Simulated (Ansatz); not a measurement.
This guess for Al is about to be relaxed.

```cif
data_structure
_symmetry_space_group_name_H-M 'P 1'
_symmetry_Int_Tables_number 1
_cell_length_a 4.3159
_cell_length_b 4.3159
_cell_length_c 2.4938
_cell_angle_alpha 90.000
_cell_angle_beta 90.000
_cell_angle_gamma 120.000
_cell_volume 40.23
loop_
_atom_site_label
_atom_site_type_symbol
_atom_site_fract_x
_atom_site_fract_y
_atom_site_fract_z
_atom_site_occupancy
Al1 Al 0.33333 0.66667 0.50000 1
Al2 Al 0.66667 0.33333 0.50000 1
```

Theory: DFT PBE, scalar-relativistic, plane waves, PAW (Ansatz 0.2.0). Cutoff 420 eV, Gaussian smearing, Γ-centred meshes. Cell and atoms relax first on a coarse mesh and then on a finer one. In between, the cell is made exact in the group found at 0.06 Å. In metals the finer mesh still leaves noise of several meV/atom or more. The steps can't lower the symmetry of their start. No spin polarisation.

A guess keeps its type if space group and coordination stay and the shape of the cell changes little (axis ratios within about 15 %, angles within 6°); the volume may change.

Question: Does it keep its structure type, or change into something else?

Answer: It keeps its type. The symmetry stays P6/mmm (No. 191). The volume per atom grows by 22.5 %, from 20.1 to 24.6 Å³. The shortest distance goes from 2.49 Å (Al–Al) to 2.62 Å (Al–Al). The ratio c/a of the conventional cell changes by a factor of 1.05. Counting neighbours within 15 % of an atom's shortest distance, the start has Al 5 and the end Al 5.

Energies count from the standard state of Al at the same level.

Question: At what energy does it end?

Answer: +0.50 eV/atom. It lies above the standard state, so it could only be metastable.

The last run used a 15×15×20 mesh (in the run's order of axes) for its 2-atom cell and Gaussian smearing of 0.10 eV. A structure relaxed within its symmetry needn't be a true minimum. Another cell of Al relaxed alike, in Fm-3m, lies 0.50 eV/atom lower, so this cell isn't the stable form at this level.
